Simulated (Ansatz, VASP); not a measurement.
**Two plane-wave programs on HfO2**

Contents of INCAR:

```
SYSTEM = HfO2
ALGO     = Normal         ! electronic algorithm
EDIFF    = 1E-7           ! SCF threshold, eV
ENCUT    = 500            ! plane-wave cutoff, eV
GGA      = PE             ! functional
ISIF     = 2              ! what is computed and relaxed
ISMEAR   = 0              ! smearing method
LASPH    = .TRUE.         ! aspherical terms in the spheres
LCHARG   = .FALSE.        ! write CHGCAR
LREAL    = .FALSE.        ! projectors in reciprocal space
LWAVE    = .FALSE.        ! write WAVECAR
NBANDS   = 15             ! bands
NELM     = 100            ! most SCF steps
PREC     = Accurate       ! precision mode
SIGMA    = 0.02           ! smearing width, eV
```

Contents of KPOINTS:

```
k-points
0
G
  9 9 9
  0 0 0
```

Contents of POSCAR:

```
HfO2
3.6169
    0.000000000000      0.707097237966      0.707097237966
    0.707097237966      0.000000000000      0.707097237966
    0.707097237966      0.707097237966      0.000000000000
Hf O
1 2
Direct
    0.0000000000      0.0000000000      0.0000000000
    0.7500000000      0.7500000000      0.7500000000
    0.2500000000      0.2500000000      0.2500000000
```

The input input.yaml:

```yaml
crystal:
  lattice:
    - [0.0, 2.5575, 2.5575]
    - [2.5575, 0.0, 2.5575]
    - [2.5575, 2.5575, 0.0]
  atoms:
    - { symbol: Hf, position: [0.0, 0.0, 0.0] }
    - { symbol: O, position: [0.75, 0.75, 0.75] }
    - { symbol: O, position: [0.25, 0.25, 0.25] }
hamiltonian:
  xc: pbe
  pseudopotentials: { kind: paw }
kpoints:
  mp_grid: { grid: [9, 9, 9] }
scf:
  occupations: { method: gaussian, width: 0.02 }
output:
  forces: true
  stress: true
  eigenvalues: true
```

Measurements of this composition are mostly on another form, of space group No. 14.

Alike in both runs: task single point; functional PBE; k mesh 9 × 9 × 9; occupations gaussian, width 0.02 eV; no spin polarisation.

|  | VASP | Ansatz |
| --- | --- | --- |
| version | VASP 6.6.1 | Ansatz 0.2.0 |
| potentials or method | VASP PAW PBE potentials, release 64 (Hf, O) | Ansatz PAW |
| plane-wave cutoff (eV) | 500 | 420 |
| valence electrons in the cell | 16 | 38 |

```tsv
	VASP	Ansatz	Ansatz less VASP
gap on the k mesh at the Fermi level (eV)	3.78	3.83	+0.050
least direct gap on the mesh (eV)	3.89	3.94	+0.049
pressure (GPa)	-7.6	-2.5	+5.13
```

One of these differences is far larger than is usual between the two programs; its cause wasn't traced. With one functional, cell and mesh, what is left measures potentials, basis and numerics. The two sets of potentials don't hold the same shells in valence.

Caveats: spin-orbit coupling is left out, which moves the levels of the heavy elements; an odd mesh through Γ misses points on the zone boundary, where band edges often lie (VASP); odd divisions of the mesh miss points on the zone boundary, where band edges often lie, so the gap on the mesh can be too wide (Ansatz); the pressure holds a Pulay correction of +0.9 GPa for the finite cutoff (Ansatz).
